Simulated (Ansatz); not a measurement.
# Bi under changes of volume

One of the cells (33.614 Å³/atom); the others are scaled copies at fixed shape and fractional positions:

```
Bi
1.0
     3.23838    0.00000    0.00000
     0.00000    3.22164    0.00000
    -0.08045    0.00000    6.44389
Bi
2
Direct
  0.54425 0.00000 0.74958
  0.45575 0.00000 0.25042
```

This isn't the form of Bi at room conditions, which is rhombohedral.

```yaml
Program: Ansatz 0.2.0
Functional: LDA
Potentials_or_basis: all-electron LAPW, scalar-relativistic
Cutoff: 189 eV (chosen from the basis error)
Basis_error_allowed: 0.001 eV/atom
k_mesh: 8 × 8 × 4
Occupations: fermi-dirac, width 0.05 eV
Spin: no spin polarisation
```

```csv
volume (Å³/atom),energy over the lowest point (meV/atom),pressure (GPa),largest force (eV/Å)
31.597,?,?,?
32.270,0.00,0.5,0.010
32.942,0.41,-0.7,0.013
33.614,5.49,-1.7,0.018
34.286,14.69,-2.6,0.023
34.959,27.58,-3.5,0.029
35.631,43.73,-4.2,0.034
```

Question: What does the run at 31.597 Å³/atom give?

Answer: Energy over the lowest point 4.82 meV/atom; pressure 1.8 GPa; largest force 0.011 eV/Å.

Worked out: A Birch-Murnaghan fit of order 3 (a polynomial in V^(-2/3)) to the other rows has its minimum at 32.55 Å³/atom with B0 = V·E''(V) = 58 GPa and B' = 4.7 at fixed shape and positions, which overstates the stiffness. It gives 4.83 meV/atom at 31.597 Å³/atom, against the run's 4.82, and -dE/dV = 1.8 GPa, against 1.8.

Energies are extrapolated to zero smearing.
